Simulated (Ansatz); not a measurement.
Set up this calculation in Ansatz 0.2.0, as the native input.

- Task: relaxation of cell and atoms
- Functional: RPBE
- Dispersion: D4
- Potentials or basis: Ansatz PAW
- Cutoff: 420 eV (not typed: the program's choice for these potentials)
- k mesh: 11 × 11 × 11
- Occupations: fermi-dirac, width 0.05 eV
- Spin: no spin polarisation

The system is Li.

```xyz
1
Lattice="-1.7547 1.7547 1.7547 1.7547 -1.7547 1.7547 1.7547 1.7547 -1.7547" Properties=species:S:1:pos:R:3 pbc="T T T"
Li    0.0000    0.0000    0.0000
```

These files were run (other wordings do the same):

input.yaml

```yaml
crystal:
  lattice:
    - [-1.75465, 1.75465, 1.75465]
    - [1.75465, -1.75465, 1.75465]
    - [1.75465, 1.75465, -1.75465]
  atoms:
    - { symbol: Li, position: [0.0, 0.0, 0.0] }
hamiltonian:
  xc: rpbe
  pseudopotentials: { kind: paw }
  dispersion: d4
kpoints:
  mp_grid: { grid: [11, 11, 11] }
scf:
  occupations: { method: fermi_dirac, width: 0.05 }
output:
  forces: true
  stress: true
  write_density: true
  write_potential: true
  elf: true
  volumetric_format: npy
relax:
  f_tol: 0.01
  max_steps: 40
  cell: { stress_tol: 0.05 }
```

Potentials or basis: Ansatz PAW.

The run is started by

```bash
$ ansatz run input.yaml --threads 2 --pin off --max-ram 5632MiB --backend cpu --events-out ev --progress --plain --runs-dir out
```

It gave:

* Relaxed volume: 20.58 Å³/atom
* Relaxed cell: a = 2.990 Å, b = 2.990 Å, c = 2.990 Å, α = 109.47°, β = 109.47°, γ = 109.47°
* Space group after relaxing (to 0.05 Å): Im-3m (No. 229)
* Energy gained by relaxing: 1.9 meV/atom
* Ionic steps: 4
* Pressure after relaxing: 0.0 GPa
* Band gap on the k mesh: none (metal or under the smearing width)

Caveat: the potentials were made for another functional, which shifts forces and pressure; the plane-wave basis is chosen anew once the cell has moved, so the energies of steps on either side of that aren't comparable; pairwise dispersion overbinds metals, which lowers pressure and volume.

Run time: 2.4 s on 2 threads of Intel(R) Xeon(R) Processor @ 2.70GHz (shared host), peak memory 0.3 GiB.
